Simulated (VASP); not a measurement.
# Al6H in VASP: a series of runs

One slab, Al6H, is run at these levels: PBE; tasks: single point.

Program: VASP 6.6.1. These are calculated values, not measurements. Logs are shortened: lines on timing, memory, paths and dates and some standing lists are left out, and cuts for length are marked.

## 1. The structure

The cell holds a slab with vacuum, 14 atoms: a = 5.714 Å, b = 5.714 Å, c = 22.602 Å, α = 90.00°, β = 90.00°, γ = 120.00°.

## 2. Single point, PBE

Contents of INCAR:

```
  PREC = Accurate
  ENCUT = 520
  EDIFF = 1E-6
  ISMEAR = 0
  SIGMA = 0.1
  LREAL = F
  LASPH = T
  NELM = 100
  ALGO = Fast
  ISIF = 2
  LWAVE = F
  LCHARG = F
  LDIPOL = T
  IDIPOL = 3
  DIPOL = 0.5 0.5 0.312
  GGA = PE
  NBANDS = 32
```

Contents of KPOINTS:

```
Automatic mesh
0
Gamma
  6 6 1
```

Contents of POSCAR:

```
Al6H
1.0
    5.7143028096      0.0000000000      0.0000000000
   -2.8571514048      4.9487313980      0.0000000000
    0.0000000000      0.0000000000     22.6016424764
Al H
12 2
Direct
    0.3333333333      0.1666666667      0.1769782884
    0.3333333333      0.6666666667      0.1769782884
    0.8333333333      0.1666666667      0.1769782884
    0.8333333333      0.6666666667      0.1769782884
    0.1666666667      0.3333333333      0.2787817910
    0.1666666667      0.8333333333      0.2787817910
    0.6666666667      0.3333333333      0.2787817910
    0.6666666667      0.8333333333      0.2787817910
    0.0000000000      0.0000000000      0.3805759907
    0.0000000000      0.5000000000      0.3805759907
    0.5000000000      0.0000000000      0.3805759907
    0.5000000000      0.5000000000      0.3805759907
   -0.1033371908      0.0000000000      0.5133097070
    0.1033371908      0.0000000000      0.5133097070
```

Potentials or basis: VASP PAW PBE potentials, release 64 (Al, H).

Command:

```sh
$ cat potpaw_PBE.64/Al/POTCAR potpaw_PBE.64/H/POTCAR > POTCAR
$ mpirun -np 1 vasp_std > vasp.out
```

OUTCAR:

```text
PREC = Accurate
   ENCUT = 520
   EDIFF = 1E-6
   ISMEAR = 0
   LREAL = F
   LASPH = T
   NELM = 100
   ISIF = 2
   GGA = PE

 ion  position               nearest neighbor table
   1  0.333  0.167  0.177-   5 2.83   6 2.83   7 2.83   4 2.86   2 2.86   2 2.86   4 2.86   3 2.86
                             3 2.86
   2  0.333  0.667  0.177-   6 2.83   5 2.83   8 2.83   3 2.86   1 2.86   1 2.86   3 2.86   4 2.86
                             4 2.86
   3  0.833  0.167  0.177-   7 2.83   8 2.83   5 2.83   4 2.86   2 2.86   4 2.86   2 2.86   1 2.86
                             1 2.86
   4  0.833  0.667  0.177-   8 2.83   7 2.83   6 2.83   3 2.86   1 2.86   3 2.86   1 2.86   2 2.86
                             2 2.86
   5  0.167  0.333  0.279-   9 2.83  12 2.83  10 2.83   1 2.83   2 2.83   3 2.83   8 2.86   6 2.86
                             6 2.86   8 2.86   7 2.86   7 2.86
   6  0.167  0.833  0.279-  10 2.83  11 2.83   9 2.83   2 2.83   1 2.83   4 2.83   7 2.86   5 2.86
                             5 2.86   7 2.86   8 2.86   8 2.86
   7  0.667  0.333  0.279-  11 2.83  10 2.83  12 2.83   3 2.83   4 2.83   1 2.83   8 2.86   6 2.86
                             8 2.86   6 2.86   5 2.86   5 2.86
   8  0.667  0.833  0.279-  12 2.83   9 2.83  11 2.83   4 2.83   3 2.83   2 2.83   7 2.86   5 2.86
                             7 2.86   5 2.86   6 2.86   6 2.86
   9  0.000  0.000  0.381-   5 2.83   8 2.83   6 2.83  10 2.86  12 2.86  10 2.86  12 2.86  11 2.86
                            11 2.86
  10  0.000  0.500  0.381-   6 2.83   7 2.83   5 2.83   9 2.86  11 2.86   9 2.86  11 2.86  12 2.86
                            12 2.86
  11  0.500  0.000  0.381-   7 2.83   6 2.83   8 2.83  10 2.86  12 2.86  12 2.86  10 2.86   9 2.86
                             9 2.86
  12  0.500  0.500  0.381-   8 2.83   5 2.83   7 2.83   9 2.86  11 2.86  11 2.86   9 2.86  10 2.86
                            10 2.86
  13  0.897  0.000  0.513-
  14  0.103  0.000  0.513-

  LATTYP: Found a hexagonal cell.
 ALAT       =     5.7143028096
 C/A-ratio  =     3.9552756005

  Lattice vectors:

 A1 = (   5.7143028096,   0.0000000000,   0.0000000000)
 A2 = (  -2.8571514048,   4.9487313980,   0.0000000000)
 A3 = (   0.0000000000,   0.0000000000,  22.6016424764)

Analysis of symmetry for initial positions (statically):
=====================================================================
 Subroutine PRICEL returns:
 Original cell was already a primitive cell.

 Routine SETGRP: Setting up the symmetry group for a
 hexagonal supercell.

 Subroutine GETGRP returns: Found  2 space group operations
 (whereof  2 operations were pure point group operations)
 out of a pool of 24 trial point group operations.

The static configuration has the point symmetry C_1h.

Analysis of symmetry for dynamics (positions and initial velocities):
=====================================================================
 Subroutine PRICEL returns:
 Original cell was already a primitive cell.

 Routine SETGRP: Setting up the symmetry group for a
 hexagonal supercell.

 Subroutine GETGRP returns: Found  2 space group operations
 (whereof  2 operations were pure point group operations)
 out of a pool of 24 trial point group operations.

The dynamic configuration has the point symmetry C_1h.

 Subroutine INISYM returns: Found  2 space group operations
 (whereof  2 operations are pure point group operations),
 and found     1 'primitive' translations

----------------------------------------------------------------------------------------

                                     Primitive cell

  volume of cell :     639.1417

  direct lattice vectors                    reciprocal lattice vectors
     5.714302810  0.000000000  0.000000000     0.174999476  0.101035995  0.000000000
    -2.857151405  4.948731398  0.000000000     0.000000000  0.202071990  0.000000000
     0.000000000  0.000000000 22.601642476     0.000000000  0.000000000  0.044244572

  length of vectors
     5.714302810  5.714302810 22.601642476     0.202071990  0.202071990  0.044244572

  position of ions in fractional coordinates (direct lattice)
     0.333333333  0.166666667  0.176978288
[... 56 lines left out ...]

 Following reciprocal coordinates:
            Coordinates               Weight
  0.000000  0.000000  0.000000      1.000000
  0.166667  0.000000  0.000000      4.000000
  0.000000  0.166667  0.000000      2.000000
  0.333333 -0.000000  0.000000      4.000000
  0.000000  0.333333  0.000000      2.000000
  0.500000  0.000000  0.000000      2.000000
  0.000000  0.500000  0.000000      1.000000
  0.166667  0.166667  0.000000      4.000000
 -0.333333  0.166667  0.000000      2.000000
  0.333333  0.166667  0.000000      4.000000
 -0.166667  0.500000  0.000000      4.000000
  0.500000  0.333333  0.000000      4.000000
  0.333333  0.333333  0.000000      2.000000
   k-points           NKPTS =     13   k-points in BZ     NKDIM =     13   number of bands    NBANDS=     32
   number of dos      NEDOS =    301   number of ions     NIONS =     14
   total plane-waves  NPLWV = 296352
   dimension x,y,z NGX =    42 NGY =   42 NGZ =  168
   dimension x,y,z NGXF=    84 NGYF=   84 NGZF=  336
   ions per type =              12   2
   NGX,Y,Z   is equivalent  to a cutoff of  12.22, 12.22, 12.36 a.u.
   NGXF,Y,Z  is equivalent  to a cutoff of  24.44, 24.44, 24.71 a.u.
 SYSTEM =  unknown system
   PREC   = accura    normal or accurate (medium, high low for compatibility)
   ISTART =      0    job   : 0-new  1-cont  2-samecut
   ICHARG =      2    charge: 1-file 2-atom 10-const
   ISPIN  =      1    spin polarized calculation?
   LNONCOLLINEAR =      F non collinear calculations
   LSORBIT =      F    spin-orbit coupling
   LASPH  =      T    aspherical Exc in radial PAW
   ENCUT  =  520.0 eV  38.22 Ry    6.18 a.u.  10.62 10.62 42.02*2*pi/ulx,y,z
   NELM   =    100;   NELMIN=  2; NELMDL= -5     # of ELM steps
   EDIFF  = 0.1E-05   stopping-criterion for ELM
   LREAL  =      F    real-space projection
   EDIFFG = 0.1E-04   stopping-criterion for IOM
   NSW    =      0    number of steps for IOM
   IBRION =     -1    ionic relax: 0-MD 1-quasi-New 2-CG
   NFREE  =      0    steps in history (QN), initial steepest desc. (CG)
   ISIF   =      2    stress and relaxation
   ISYM   =      2    0-nonsym 1-usesym 2-fastsym
   POTIM  = 0.5000    time-step for ionic-motion
   TEBEG  =    0.0;   TEEND  =   0.0 temperature during run
   PSTRESS=    0.0 pullay stress
   NELECT =      38.0000    total number of electrons
   NUPDOWN=      -1.0000    fix difference up-down
   EMIN   =  10.00;   EMAX   =-10.00  energy-range for DOS
   EFERMI =   0.00;   METHOD = LEGACY
   ISMEAR =     0;   SIGMA  =   0.10  broadening in eV -4-tet -1-fermi 0-gaus
   EFERMI_NEDOS =   21; number of points for ismear=-14 and -15
   IALGO  =     68    algorithm
   IMIX   =      4    mixing-type and parameters
     AMIX     =   0.40;   BMIX     =  1.00
     AMIX_MAG =   1.60;   BMIX_MAG =  1.00
  volume/ion in A,a.u.               =      45.65       308.08
  Fermi-wavevector in a.u.,A,eV,Ry     =   0.638955  1.207450  5.554763  0.408264
  Thomas-Fermi vector in A             =   1.704469
   LORBIT       =      0    0 simple, 1 ext, 2 COOP (PROOUT), +10 PAW based schemes
   GGA     = PE    functional components
   LHFCALC =     F    Hartree Fock is set to
   AEXX    =    0.0000 exact exchange contribution
   IVDW    =     0    specifies the selected vdW correction
   LEPSILON=     F    determine dielectric tensor
   LRPA    =     F    only Hartree local field effects (RPA)
 non-spin polarized calculation
 RMM-DIIS sequential band-by-band and
 Gauss-broadening in eV      SIGMA  =   0.10
  energy-cutoff  :      520.00
  volume of cell :      639.14
 maximum number of plane-waves:     17305
   NGX = 21   NGY = 21   NGZ = 85

 dipolmoment           0.000000      0.000000     -0.000313 electrons x Angstroem

 number of electron      38.0000001 magnetization

 dipolmoment           0.000000      0.000000      0.008154 electrons x Angstroem

 Free energy of the ion-electron system (eV)
  ---------------------------------------------------
  ext. energy  EPLUGINS =         0.00000000
  ---------------------------------------------------
  free energy    TOTEN  =       -47.44492462 eV

  energy without entropy =      -47.41282066  energy(sigma->0) =      -47.42887264

 E-fermi :  -0.1521     XC(G=0):  -4.1991

 val. band max:       -0.1681055583   @ k =   0.3333   0.1667   0.0000
 cond. band min:      -0.1047446254   @ k =   0.1667   0.1667   0.0000
 fundamental gap:      0.0633609330
 Fermi energy:        -0.1520715380

 k-point     1 :       0.0000    0.0000    0.0000
  band No.  band energies     occupation
      1     -10.7207      2.00000
      2      -9.0171      2.00000
      3      -6.3855      2.00000
      4      -5.2624      2.00000
      5      -4.8464      2.00000
      6      -4.8455      2.00000
[... 431 lines left out ...]
     30       3.1613      0.00000
     31       3.2580      0.00000
 [bands above 31 left out]

------------------------ aborting loop because EDIFF is reached ----------------------------------------

 vacuum level on the upper side and lower side of the slab       (xc-potential included)         0.004        -0.040

  FORCE on cell =-STRESS in cart. coord.  units (eV):
  Direction    XX          YY          ZZ          XY          YZ          ZX
  --------------------------------------------------------------------------------------
  -------------------------------------------------------------------------------------
  Total       -8.2953448     -2.9770372      0.0680401      0.0000000      0.0194811      0.0000000
  in kB      -20.7944717     -7.4627296      0.1705604      0.0000000      0.0488346      0.0000000
  external PRESSURE =      -9.3622136 kB  Pullay stress =       0.0000000 kB

 VOLUME and BASIS-vectors are now :
 -----------------------------------------------------------------------------
  energy-cutoff  :      520.00
  volume of cell :      639.14
      direct lattice vectors                 reciprocal lattice vectors
     5.714302810  0.000000000  0.000000000     0.174999476  0.101035995  0.000000000
    -2.857151405  4.948731398  0.000000000     0.000000000  0.202071990  0.000000000
     0.000000000  0.000000000 22.601642476     0.000000000  0.000000000  0.044244572

 POSITION                                       TOTAL-FORCE (eV/Angst)
 -----------------------------------------------------------------------------------
      1.42858      0.82479      4.00000        -0.013545     -0.001542     -0.006703
     -0.00000      3.29915      4.00000        -0.000000     -0.004349      0.005909
      4.28573      0.82479      4.00000         0.013545     -0.001542     -0.006703
      2.85715      3.29915      4.00000        -0.000000      0.009685     -0.008603
      0.00000      1.64958      6.30093        -0.000000     -0.017396     -0.010549
     -1.42858      4.12394      6.30093        -0.022102      0.002600     -0.008636
      2.85715      1.64958      6.30093        -0.000000      0.006365     -0.002800
      1.42858      4.12394      6.30093         0.022102      0.002600     -0.008636
      0.00000      0.00000      8.60164        -0.000000     -0.005361      0.018952
     -1.42858      2.47437      8.60164        -0.010026     -0.001627      0.004840
      2.85715      0.00000      8.60164        -0.000000      0.006685      0.034737
      1.42858      2.47437      8.60164         0.010026     -0.001627      0.004840
      5.12380      0.00000     11.60164         4.451953      0.002754     -0.008325
      0.59050      0.00000     11.60164        -4.451953      0.002754     -0.008325
 -----------------------------------------------------------------------------------
    total drift:                                0.000000     -0.000023     -0.000034

  FREE ENERGIE OF THE ION-ELECTRON SYSTEM (eV)
  ---------------------------------------------------
  free  energy   TOTEN  =       -47.4449246160 eV

  energy  without entropy=      -47.4128206566  energy(sigma->0) =      -47.42887264

 vacuum level on the upper side and lower side of the slab         3.819         3.768
```

It took 5.7 min on 1 thread of Intel Xeon 6975P-C (Granite Rapids), shared host; peak memory 0.73 GiB.

Results:

- Free energy: -47.4449 eV
- Largest force: 4.452 eV/Å
- Band gap on the k mesh: none (metal or under the smearing width)

Forces on the atoms (eV/Å):
```
Al  -0.014 -0.002 -0.007
Al   0.000 -0.004  0.006
Al   0.014 -0.002 -0.007
Al   0.000  0.010 -0.009
Al   0.000 -0.017 -0.011
Al  -0.022  0.003 -0.009
Al   0.000  0.006 -0.003
Al   0.022  0.003 -0.009
Al   0.000 -0.005  0.019
Al  -0.010 -0.002  0.005
Al   0.000  0.007  0.035
Al   0.010 -0.002  0.005
H    4.452  0.003 -0.008
H   -4.452  0.003 -0.008
```

Levels at points of the mesh, in eV from the Fermi level:
```tsv
k point	band 15	band 16	band 17	band 18	band 19	band 20	band 21	band 22	band 23	band 24
(0.00, 0.00, 0.00)	-2.73	-2.73	-2.72	-0.39	-0.39	-0.37	-0.17	-0.15	-0.14	0.67
(0.50, 0.00, 0.00)	-1.54	-0.49	-0.49	-0.22	-0.21	0.93	0.94	1.18	1.33	1.42
(0.00, 0.50, 0.00)	-1.54	-0.49	-0.49	-0.22	-0.21	0.93	0.94	1.18	1.32	1.64
```

## 3. Single point, PBE

Contents of INCAR:

```
SYSTEM = Al6H
ALGO = Fast
DIPOL = 0.5 0.5 0.304
EDIFF = 1E-7
ENCUT = 520
GGA = PE
IDIPOL = 3
ISIF = 2
ISMEAR = 0
LASPH = .True.
LCHARG = .True.
LDIPOL = .True.
LELF = .True.
LREAL = .False.
LVACPOTAV = .True.
LVHAR = .True.
LWAVE = .False.
NBANDS = 32
NELM = 100
PREC = Accurate
SIGMA = 0.1
```

Contents of KPOINTS:

```
k-points
0
Gamma
  6 6 1
  0 0 0
```

POSCAR, as its differences from that of step 2:

```diff
@@ -20,3 +20,3 @@
     0.5000000000      0.5000000000      0.3805759907
-   -0.1033371908      0.0000000000      0.5133097070
-    0.1033371908      0.0000000000      0.5133097070
+   -0.1308121087      0.0000000000      0.4571191004
+    0.1308121087      0.0000000000      0.4571191004
```

Potentials or basis: VASP PAW PBE potentials, release 64 (Al, H).

Command:

```sh
$ cat potpaw_PBE.64/Al/POTCAR potpaw_PBE.64/H/POTCAR > POTCAR
$ mpirun -np 1 vasp_std > vasp.out
```

Wall time 6.7 min (1 thread of Intel Xeon 6975P-C (Granite Rapids), shared host); peak memory 0.74 GiB.

It converged, with:

```
Free energy                     : -47.2206 eV
Largest force                   : 1.322 eV/Å
Band gap on the k mesh          : none (metal or under the smearing width)
Work function of the upper face : 4.33 eV
Work function of the lower face : 4.00 eV
```

Forces on the atoms (eV/Å):
```
Al  -0.016  0.065 -0.124
Al   0.000 -0.035 -0.020
Al   0.016  0.065 -0.124
Al   0.000 -0.023 -0.125
Al   0.000  0.032  0.005
Al   0.046 -0.052  0.047
Al   0.000 -0.055 -0.011
Al  -0.046 -0.052  0.047
Al   0.000 -0.102  1.318
Al  -0.038  0.065 -0.082
Al   0.000 -0.073  0.325
Al   0.038  0.065 -0.082
H    0.785  0.049 -0.587
H   -0.785  0.049 -0.587
```

Levels at points of the mesh, in eV from the Fermi level:
```tsv
k point	band 15	band 16	band 17	band 18	band 19	band 20	band 21	band 22	band 23	band 24
(0.00, 0.00, 0.00)	-2.87	-2.80	-2.08	-1.01	-0.45	-0.38	-0.29	-0.23	0.02	1.07
(0.50, 0.00, 0.00)	-0.77	-0.59	-0.56	-0.33	-0.20	0.37	0.88	1.03	1.39	1.43
(0.00, 0.50, 0.00)	-0.70	-0.66	-0.55	-0.33	-0.18	0.31	0.89	0.91	1.33	1.57
```
